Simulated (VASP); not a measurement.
NaI, 2 atoms in the cell. Symmetry: Fm-3m, No. 225, cubic system. Conventional cell: a = 6.473 Å, b = 6.473 Å, c = 6.473 Å, α = 90.00°, β = 90.00°, γ = 90.00°. Around I (site symmetry m-3m) lie 6 Na at 3.24 Å. Na (site symmetry m-3m) has 6 I at 3.24 Å as nearest neighbours. 

- Program: VASP 6.6.1
- Task: relaxation of cell and atoms
- Functional: vdW-DF-cx
- Potentials or basis: VASP PAW PBE potentials, release 64 (I, Na_pv)
- Cutoff: 600 eV
- k mesh: 7 × 7 × 7
- Occupations: fermi-dirac, width 0.05 eV
- Spin: no spin polarisation
- Further INCAR settings: ALGO = Fast; EDIFF = 1e-06; IBRION = 2; EDIFFG = -0.01; NSW = 60; ISIF = 3

Potentials or basis: VASP PAW PBE potentials, release 64 (I, Na_pv).

Command:

```bash
$ cat potpaw_PBE.64/I/POTCAR potpaw_PBE.64/Na_pv/POTCAR > POTCAR
$ mpirun -np 1 vasp_std > vasp.out
```

Hardware: 1 thread of Intel(R) Xeon(R) Platinum 8488C (Sapphire Rapids), on a shared host.

Question: Estimate the wall time of this run.

Answer: Wall time 4 min on 1 thread of Intel(R) Xeon(R) Platinum 8488C (Sapphire Rapids) (shared host), peak memory 0.57 GiB. Counts: scf iterations 33, k points 20, ion steps 3.
